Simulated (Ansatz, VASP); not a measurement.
## Sb: VASP beside Ansatz

```
CELL_PARAMETERS angstrom
-1.72163 1.72163 1.87134
1.72163 -1.72163 1.87134
1.72163 1.72163 -1.87134
ATOMIC_POSITIONS crystal
Sb 0.00000 0.00000 0.00000
```

Change from the starting cell: strain -0.080 along x and y, +0.000 along z, atoms carried along.

Alike in both runs: task single point; functional r2SCAN; k mesh 18 × 18 × 18; occupations gaussian, width 0.15 eV; no spin polarisation.

```csv
,VASP,Ansatz
version,VASP 6.6.1,Ansatz 0.2.0
potentials or method,"VASP PAW PBE potentials, release 64 (Sb)","scalar-relativistic, plane waves, PAW"
plane-wave cutoff (eV),520,500
valence electrons in the cell,5,15
```

VASP gave:

| Item | Value |
| --- | --- |
| gap on the k mesh at the Fermi level (eV) | none |
| pressure (GPa) | 19.3 |
| largest component of the traceless stress (GPa) | 2.88 |

Which values does Ansatz return?

gap on the k mesh at the Fermi level (eV): none; pressure (GPa): 19.2; largest component of the traceless stress (GPa): 2.91.

A gap of «none» marks a metal or a gap that the smearing closes. With one functional, cell and mesh, what is left measures potentials, basis and numerics. The two sets of potentials don't hold the same shells in valence.

Caveats: so large a pressure means that the cell lies far from this level's equilibrium, or that cutoff or potentials fall short (VASP); the potentials were made for another functional, which shifts forces and pressure (VASP). The runs have no spin-orbit coupling, so splittings on Sb are missing.
